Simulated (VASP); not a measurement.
# BiTe (F-43m) in VASP: density of states with PBEsol

Aim: the density of states of BiTe with PBEsol.

All numbers are computed with VASP 6.6.1; they aren't measurements. Logs are shortened: lines on timing, memory, paths and dates and some standing lists are left out, and cuts for length are marked.

## (1) The crystal as given

It takes space group F-43m (No. 216, cubic). The conventional cell has a = 7.122 Å, b = 7.122 Å, c = 7.122 Å, α = 90.00°, β = 90.00°, γ = 90.00°. Bi (site symmetry -43m) has 4 Te at 3.08 Å as nearest neighbours. Te (site symmetry -43m) has 4 Bi at 3.08 Å as nearest neighbours.

The cell comes from a database or a generator and needn't be the stable form of this composition.

## (2) Density of states, PBEsol

POSCAR reads:

```
BiTe
1.0
    0.0000000000      3.5607539698      3.5607539698
    3.5607539698      0.0000000000      3.5607539698
    3.5607539698      3.5607539698      0.0000000000
Bi Te
1 1
Direct
    0.0000000000      0.0000000000      0.0000000000
    0.2500000000      0.2500000000      0.2500000000
```

INCAR.step1 reads:

```
SYSTEM = BiTe
PREC = Accurate ; ENCUT = 520
EDIFF = 1E-6 ; ISMEAR = 0
SIGMA = 0.05 ; LREAL = .FALSE.
LASPH = .TRUE. ; NELM = 80
ALGO = Normal ; ISIF = 2
LWAVE = .FALSE. ; LCHARG = .TRUE.
GGA = PS ; NBANDS = 18
```

KPOINTS.step1 reads:

```
Automatic mesh
0
G
  8 8 8
  0 0 0
```

INCAR.step2 reads:

```
SYSTEM = BiTe
PREC = Accurate ; ENCUT = 520
EDIFF = 1E-6 ; ISMEAR = -5
SIGMA = 0.05 ; LREAL = .FALSE.
LASPH = .TRUE. ; NELM = 80
ALGO = Normal ; ISIF = 2
LWAVE = .FALSE. ; LCHARG = .FALSE.
GGA = PS ; LORBIT = 11
NEDOS = 2001 ; ICHARG = 11
```

KPOINTS.step2 reads:

```
Automatic mesh
0
G
  12 12 12
  0 0 0
```

Potentials or basis: VASP PAW PBE potentials, release 64 (Bi_d, Te).

Run with:

```bash
$ cat potpaw_PBE.64/Bi_d/POTCAR potpaw_PBE.64/Te/POTCAR > POTCAR
$ cp INCAR.step1 INCAR
$ cp KPOINTS.step1 KPOINTS
$ mpirun -np 1 vasp_std > vasp.out
$ cp INCAR.step2 INCAR
$ cp KPOINTS.step2 KPOINTS
$ mpirun -np 1 vasp_std > vasp.out
```

OUTCAR:

```text
SYSTEM = BiTe
   PREC = Accurate
   ENCUT = 520
   EDIFF = 1E-6
   ISMEAR = -5
   LREAL = .FALSE.
   LASPH = .TRUE.
   NELM = 80
   ISIF = 2
   GGA = PS
   LORBIT = 11
   ICHARG = 11

 ion  position               nearest neighbor table
   1  0.000  0.000  0.000-   2 3.08   2 3.08   2 3.08   2 3.08
   2  0.250  0.250  0.250-   1 3.08   1 3.08   1 3.08   1 3.08

  LATTYP: Found a face centered cubic cell.
 ALAT       =     7.1215079396

  Lattice vectors:

 A1 = (   0.0000000000,   3.5607539698,   3.5607539698)
 A2 = (   3.5607539698,   0.0000000000,   3.5607539698)
 A3 = (   3.5607539698,   3.5607539698,   0.0000000000)

Analysis of symmetry for initial positions (statically):
=====================================================================
 Subroutine PRICEL returns:
 Original cell was already a primitive cell.

 Routine SETGRP: Setting up the symmetry group for a
 face centered cubic supercell.

 Subroutine GETGRP returns: Found 24 space group operations
 (whereof 24 operations were pure point group operations)
 out of a pool of 48 trial point group operations.

The static configuration has the point symmetry T_d .

Analysis of symmetry for dynamics (positions and initial velocities):
=====================================================================
 Subroutine PRICEL returns:
 Original cell was already a primitive cell.

 Routine SETGRP: Setting up the symmetry group for a
 face centered cubic supercell.

 Subroutine GETGRP returns: Found 24 space group operations
 (whereof 24 operations were pure point group operations)
 out of a pool of 48 trial point group operations.

The dynamic configuration has the point symmetry T_d .

 Subroutine INISYM returns: Found 24 space group operations
 (whereof 24 operations are pure point group operations),
 and found     1 'primitive' translations

----------------------------------------------------------------------------------------

                                     Primitive cell

  volume of cell :      90.2934

  direct lattice vectors                    reciprocal lattice vectors
     0.000000000  3.560753970  3.560753970    -0.140419699  0.140419699  0.140419699
     3.560753970  0.000000000  3.560753970     0.140419699 -0.140419699  0.140419699
     3.560753970  3.560753970  0.000000000     0.140419699  0.140419699 -0.140419699

  length of vectors
     5.035666556  5.035666556  5.035666556     0.243214053  0.243214053  0.243214053

  position of ions in fractional coordinates (direct lattice)
     0.000000000  0.000000000  0.000000000
     0.250000000  0.250000000  0.250000000

  ion indices of the primitive-cell ions
   primitive index   ion index
                 1           1
                 2           2

----------------------------------------------------------------------------------------

 KPOINTS: Automatic mesh

Automatic generation of k-mesh.
 Grid dimensions read from file:
 generate k-points for:   12   12   12

 Generating k-lattice:

  Cartesian coordinates                     Fractional coordinates (reciprocal lattice)
    -0.011701642  0.011701642  0.011701642     0.083333333  0.000000000  0.000000000
     0.011701642 -0.011701642  0.011701642     0.000000000  0.083333333  0.000000000
     0.011701642  0.011701642 -0.011701642     0.000000000  0.000000000  0.083333333

  Length of vectors
     0.020267838  0.020267838  0.020267838

  Shift w.r.t. Gamma in fractional coordinates (k-lattice)
     0.000000000  0.000000000  0.000000000

 TETIRR: Found    247 inequivalent tetrahedra from    10368

 Subroutine IBZKPT returns following result:
 ===========================================

 Found     72 irreducible k-points:

 Following reciprocal coordinates:
            Coordinates               Weight
  0.000000  0.000000  0.000000      1.000000
  0.083333  0.000000  0.000000      8.000000
  0.166667  0.000000  0.000000      8.000000
  0.250000  0.000000  0.000000      8.000000
  0.333333  0.000000  0.000000      8.000000
  0.416667  0.000000  0.000000      8.000000
[... 16 lines left out ...]
  0.500000  0.166667  0.000000     24.000000
 -0.416667  0.166667  0.000000     24.000000
 [... further k-points ...]
   k-points           NKPTS =     72   k-points in BZ     NKDIM =     72   number of bands    NBANDS=     14
   number of dos      NEDOS =   2001   number of ions     NIONS =      2
   total plane-waves  NPLWV =  64000
   dimension x,y,z NGX =    40 NGY =   40 NGZ =   40
   dimension x,y,z NGXF=    80 NGYF=   80 NGZF=   80
   ions per type =               1   1
   NGX,Y,Z   is equivalent  to a cutoff of  13.21, 13.21, 13.21 a.u.
   NGXF,Y,Z  is equivalent  to a cutoff of  26.41, 26.41, 26.41 a.u.
 SYSTEM =  BiTe
   PREC   = accura    normal or accurate (medium, high low for compatibility)
   ISTART =      0    job   : 0-new  1-cont  2-samecut
   ICHARG =     11    charge: 1-file 2-atom 10-const
   ISPIN  =      1    spin polarized calculation?
   LNONCOLLINEAR =      F non collinear calculations
   LSORBIT =      F    spin-orbit coupling
   LASPH  =      T    aspherical Exc in radial PAW
   ENCUT  =  520.0 eV  38.22 Ry    6.18 a.u.   9.36  9.36  9.36*2*pi/ulx,y,z
   NELM   =     80;   NELMIN=  2; NELMDL=  0     # of ELM steps
   EDIFF  = 0.1E-05   stopping-criterion for ELM
   LREAL  =      F    real-space projection
   EDIFFG = 0.1E-04   stopping-criterion for IOM
   NSW    =      0    number of steps for IOM
   IBRION =     -1    ionic relax: 0-MD 1-quasi-New 2-CG
   NFREE  =      0    steps in history (QN), initial steepest desc. (CG)
   ISIF   =      2    stress and relaxation
   ISYM   =      2    0-nonsym 1-usesym 2-fastsym
   POTIM  = 0.5000    time-step for ionic-motion
   TEBEG  =    0.0;   TEEND  =   0.0 temperature during run
   PSTRESS=    0.0 pullay stress
   NELECT =      21.0000    total number of electrons
   NUPDOWN=      -1.0000    fix difference up-down
   EMIN   =  10.00;   EMAX   =-10.00  energy-range for DOS
   EFERMI =   0.00;   METHOD = LEGACY
   ISMEAR =    -5;   SIGMA  =   0.05  broadening in eV -4-tet -1-fermi 0-gaus
   EFERMI_NEDOS =   21; number of points for ismear=-14 and -15
   IALGO  =     38    algorithm
   IMIX   =      4    mixing-type and parameters
     AMIX     =   0.40;   BMIX     =  1.00
     AMIX_MAG =   1.60;   BMIX_MAG =  1.00
  volume/ion in A,a.u.               =      45.15       304.66
  Fermi-wavevector in a.u.,A,eV,Ry     =   1.006768  1.902515 13.790611  1.013581
  Thomas-Fermi vector in A             =   2.139531
   LORBIT       =     11    0 simple, 1 ext, 2 COOP (PROOUT), +10 PAW based schemes
   GGA     = PS    functional components
   LHFCALC =     F    Hartree Fock is set to
   AEXX    =    0.0000 exact exchange contribution
   IVDW    =     0    specifies the selected vdW correction
   LEPSILON=     F    determine dielectric tensor
   LRPA    =     F    only Hartree local field effects (RPA)
 non-spin polarized calculation
 Fermi weights with tetrahedron method with Bloechl corrections
  energy-cutoff  :      520.00
  volume of cell :       90.29
 maximum number of plane-waves:      2468
 NGX is ok and might be reduce to    40

 number of electron      21.0000004 magnetization

 Free energy of the ion-electron system (eV)
  ---------------------------------------------------
  ext. energy  EPLUGINS =         0.00000000
  ---------------------------------------------------
  free energy    TOTEN  =        -7.31758002 eV

  energy without entropy =       -7.31758002  energy(sigma->0) =       -7.31758002

 E-fermi :   4.1329     XC(G=0):  -8.1149

 val. band max:        4.2220049257   @ k =   0.1667   0.0000   0.0000
 cond. band min:       4.0406239303   @ k =  -0.0833   0.0833   0.0000
 fundamental gap:     -0.1813809954
 Fermi energy:         4.1329002434

 k-point     1 :       0.0000    0.0000    0.0000
  band No.  band energies     occupation
      1     -19.2776      2.00000
      2     -19.2776      2.00000
      3     -19.2776      2.00000
      4     -19.2609      2.00000
      5     -19.2609      2.00000
      6      -9.2564      2.00000
      7      -4.4859      2.00000
      8       1.2795      2.00000
      9       1.2795      2.00000
     10       1.2795      2.00000
     11       3.9078      2.00000
     12       3.9078      2.00108
     13       3.9078      2.00108
     14       6.9684      0.00000

 k-point     2 :       0.0833    0.0000    0.0000
  band No.  band energies     occupation
      1     -19.2777      2.00000
      2     -19.2774      2.00000
      3     -19.2774      2.00000
      4     -19.2609      2.00000
      5     -19.2609      2.00000
      6      -9.2148      2.00000
      7      -4.5980      2.00000
      8       1.2204      2.00000
      9       1.2204      2.00000
     10       1.2491      2.00000
     11       3.9670      1.99683
     12       3.9979      1.94229
     13       3.9979      1.46257
     14       7.2185      0.00000
[... 343 lines left out ...]
      1     -19.2801      2.00000
      2     -19.2751      2.00000
      3     -19.2748      2.00000
      4     -19.2610      2.00000
      5     -19.2604      2.00000
      6      -8.2473      2.00000
      7      -6.4097      2.00000
      8      -0.1735      2.00000
      9       0.4120      2.00000
     10       1.7524      2.00000
     11       4.4769     -0.13746
     12       5.3709      0.00000
     13       6.0677      0.00000
     14       8.9503      0.00000

 k-point    24 :      -0.4167    0.1667    0.0000
  band No.  band energies     occupation
      1     -19.2800      2.00000
      2     -19.2751      2.00000
      3     -19.2749      2.00000
      4     -19.2609      2.00000
      5     -19.2606      2.00000
      6      -8.2176      2.00000
      7      -6.4510      2.00000
      8      -0.2443      2.00000
      9       0.4843      2.00000
     10       1.7041      2.00000
     11       4.7053      0.00000
     12       5.2381      0.00000
     13       6.1123      0.00000
     14       8.7977      0.00000

 [... further k-points ...]

------------------------ aborting loop because EDIFF is reached ----------------------------------------

  FORCE on cell =-STRESS in cart. coord.  units (eV):
  Direction    XX          YY          ZZ          XY          YZ          ZX
  --------------------------------------------------------------------------------------
  -------------------------------------------------------------------------------------
  Total       -0.1462784     -0.1462784     -0.1462784     -0.0000000     -0.0000000     -0.0000000
  in kB       -2.5955828     -2.5955828     -2.5955828     -0.0000000     -0.0000000     -0.0000000
  external PRESSURE =      -2.5955828 kB  Pullay stress =       0.0000000 kB

 VOLUME and BASIS-vectors are now :
 -----------------------------------------------------------------------------
  energy-cutoff  :      520.00
  volume of cell :       90.29
      direct lattice vectors                 reciprocal lattice vectors
     0.000000000  3.560753970  3.560753970    -0.140419699  0.140419699  0.140419699
     3.560753970  0.000000000  3.560753970     0.140419699 -0.140419699  0.140419699
     3.560753970  3.560753970  0.000000000     0.140419699  0.140419699 -0.140419699

 POSITION                                       TOTAL-FORCE (eV/Angst)
 -----------------------------------------------------------------------------------
      0.00000      0.00000      0.00000        -0.000000     -0.000000     -0.000000
      1.78038      1.78038      1.78038         0.000000      0.000000      0.000000
 -----------------------------------------------------------------------------------
    total drift:                               -0.000000     -0.000000     -0.000000

  FREE ENERGIE OF THE ION-ELECTRON SYSTEM (eV)
  ---------------------------------------------------
  free  energy   TOTEN  =        -7.3175800238 eV

  energy  without entropy=       -7.3175800238  energy(sigma->0) =       -7.31758002

 total charge

# of ion       s       p       d       tot
------------------------------------------
    1        1.579   1.211   9.917  12.708
    2        1.426   1.877   0.028   3.331
--------------------------------------------------
tot          3.005   3.088   9.945  16.038
```

Wall time 2 min (1 thread of Intel Xeon Platinum 8375C at 2.90GHz (Ice Lake), shared host); peak memory 0.29 GiB.

What came out:

```yaml
Valence_electrons_inside_the_program's_atomic_spheres: Bi 12.71; Te 3.33
```

States per cell in windows of 0.5 eV (zero at the Fermi level; states under -8 eV left out):
```csv
from (eV),total,Te2_p,Bi1_p,Te2_d,Bi1_s,Bi1_d,Te2_s
-8.0,0.00,0.00,0.00,0.00,0.00,0.00,0.00
-7.5,0.00,0.00,0.00,0.00,0.00,0.00,0.00
-7.0,0.00,0.00,0.00,0.00,0.00,0.00,0.00
-6.5,0.00,0.00,0.00,0.00,0.00,0.00,0.00
-6.0,0.00,0.00,0.00,0.00,0.00,0.00,0.00
-5.5,0.00,0.00,0.00,0.00,0.00,0.00,0.00
-5.0,0.50,0.12,0.08,0.00,0.00,0.00,0.00
-4.5,1.43,0.37,0.25,0.00,0.00,0.01,0.00
-4.0,1.49,0.42,0.26,0.00,0.00,0.01,0.00
-3.5,0.60,0.19,0.10,0.00,0.00,0.01,0.00
-3.0,0.47,0.15,0.06,0.00,0.02,0.00,0.01
-2.5,0.63,0.21,0.07,0.00,0.04,0.00,0.01
-2.0,0.82,0.29,0.05,0.00,0.06,0.00,0.01
-1.5,0.08,0.02,0.01,0.00,0.00,0.00,0.00
-1.0,0.32,0.01,0.10,0.00,0.00,0.00,0.02
-0.5,0.64,0.05,0.20,0.01,0.00,0.00,0.02
0.0,1.07,0.13,0.33,0.02,0.01,0.01,0.03
0.5,0.77,0.12,0.22,0.02,0.00,0.01,0.00
1.0,0.99,0.19,0.25,0.02,0.00,0.01,0.00
1.5,1.40,0.28,0.36,0.02,0.01,0.02,0.01
2.0,0.69,0.14,0.21,0.01,0.00,0.01,0.00
2.5,0.09,0.02,0.03,0.00,0.00,0.00,0.00
3.0,0.03,0.00,0.00,0.00,0.00,0.00,0.00
3.5,0.09,0.00,0.00,0.00,0.00,0.00,0.00
4.0,0.93,0.08,0.04,0.05,0.01,0.04,0.01
4.5,0.96,0.07,0.05,0.04,0.01,0.03,0.01
5.0,0.00,0.00,0.00,0.00,0.00,0.00,0.00
5.5,0.00,0.00,0.00,0.00,0.00,0.00,0.00
```

Caveat: the PAW data sets were made with another functional, which shifts forces and pressure a little; spin-orbit coupling is left out, which moves the levels of the heavy elements; tetrahedron occupations give inexact forces and stress in metals.
